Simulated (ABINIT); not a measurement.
Here is an ABINIT 10.8.3 (patched build) calculation.

File run.abi:

```
pp_dirpath "./"
pseudos "Ti.GGA_PBE-JTH.xml, B.GGA_PBE-JTH.xml"

acell 3.0292 3.0292 3.2284 Angstrom
rprim
     1.0000000000     0.0000000000     0.0000000000
    -0.5000000000     0.8660254038     0.0000000000
     0.0000000000     0.0000000000     1.0000000000
ntypat 2
znucl 22 5
natom 3
typat 1 2 2
xred
     0.0000000000     0.0000000000     0.0000000000
     0.6666666667     0.3333333333     0.5000000000
     0.3333333333     0.6666666667     0.5000000000

ecut 15.0
pawecutdg 30.0
pawxcdev 0

kptopt 1
ngkpt 10 10 8
nshiftk 1
shiftk 0.0 0.0 0.0

ixc -116133

nband 13
occopt 3
tsmear 0.05 eV

nstep 100
tolvrs 1.0e-9

iomode 3
prtwf 0
prtden 0
prteig 0
prtebands 0
```

Potentials or basis: JTH PAW PBE v2.0.

The run is started by

```console
$ abinit run.abi > log 2>&1
```

Q: Predict the pressure.

A: -4.4 GPa.

Q: Estimate the band gap on the k mesh.

A: None (metal or under the smearing width).

Stress tensor (GPa, compression positive):
```
-3.62  0.00  0.00
 0.00 -3.62  0.00
 0.00  0.00 -5.82
```

Caveat: the PAW data sets were made with another functional, which shifts forces and pressure a little; the atomic spheres overlap.
